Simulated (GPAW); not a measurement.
Wanted: an ASE script for a GPAW 26.7.0 run.

```
Task                : single point
Functional          : PBE
Potentials or basis : GPAW PAW data sets (gpaw-data 1.2.1)
Cutoff              : 450 eV
Basis               : pw
k mesh              : 7 × 7 × 1
Occupations         : fermi-dirac, width 0.05 eV
Spin                : no spin polarisation
Maxiter             : 150
Dipole layer        : yes
```

The structure of Sb lies in POSCAR:

```
Sb
1.0
    4.4689148571      0.0000000000      0.0000000000
   -2.2344574285      3.8701937936      0.0000000000
    0.0000000000      0.0000000000     18.6488540000
Sb
3
Direct
    0.6666666667      0.3333333333      0.4021694845
    0.3333333333      0.6666666667      0.4999999920
    0.0000000000      0.0000000000      0.5978304995
```

The slab is cut from a database's or a generator's crystal, which needn't be the stable form of the element.

The cell isn't the ideal one: the (1 1 1) slab of Sb, cut from the database cell, not relaxed.

These files were run (other wordings do the same):

run.py

```python
import numpy as np
from ase.dft.bandgap import bandgap
from ase.io import read, write
from gpaw import GPAW, PW

atoms = read('POSCAR')
atoms.pbc = (True, True, False)

calc = GPAW(mode=PW(450),
            xc='PBE',
            kpts={'size': (7, 7, 1), 'gamma': True},
            occupations={'name': 'fermi-dirac', 'width': 0.05},
            nbands=36,
            convergence={'density': 1e-05, 'energy': 1e-05},
            maxiter=150,
            poissonsolver={'dipolelayer': 'xy'},
            txt='gpaw.txt')
atoms.calc = calc
energy = atoms.get_potential_energy()
forces = atoms.get_forces()
calc.write('gs.gpw')
write('result.traj', atoms)
print(f'Energy: {energy:.6f} eV')
print('Forces (eV/A):')
print(forces.round(4))
print('Fermi level:', round(calc.get_fermi_level(), 4), 'eV')
print(f'Gap: {bandgap(calc)[0]:.4f} eV, direct: {bandgap(calc, direct=True)[0]:.4f} eV')

v = calc.get_electrostatic_potential().mean(axis=(0, 1))
z = np.arange(len(v)) * atoms.cell[2, 2] / len(v)
ef = calc.get_fermi_level()
np.savetxt('planar.dat', np.c_[z, v], fmt='%.4f')
below, above = np.interp([1.5, atoms.cell[2, 2] - 1.5], z, v) - ef
print(f'Work functions: bottom {below:.4f} eV, top {above:.4f} eV')
print('Dipole moment:', *calc.get_dipole_moment().round(5), 'e A')
```

Potentials or basis: GPAW PAW data sets (gpaw-data 1.2.1), pw.

Launch:

```sh
$ OMP_NUM_THREADS=1 python run.py
```

Results of the run:

```json
{
  "Largest force": "0.352 eV/Å",
  "Band gap on the k mesh": "none (metal or under the smearing width)",
  "Dipole across the slab": "0.00 e·Å",
  "Work function of the upper face": "4.84 eV",
  "Work function of the lower face": "4.84 eV"
}
```

Wall time 42 s on 1 thread of Arm Neoverse V2, with other jobs on the host, peak memory 0.25 GiB.
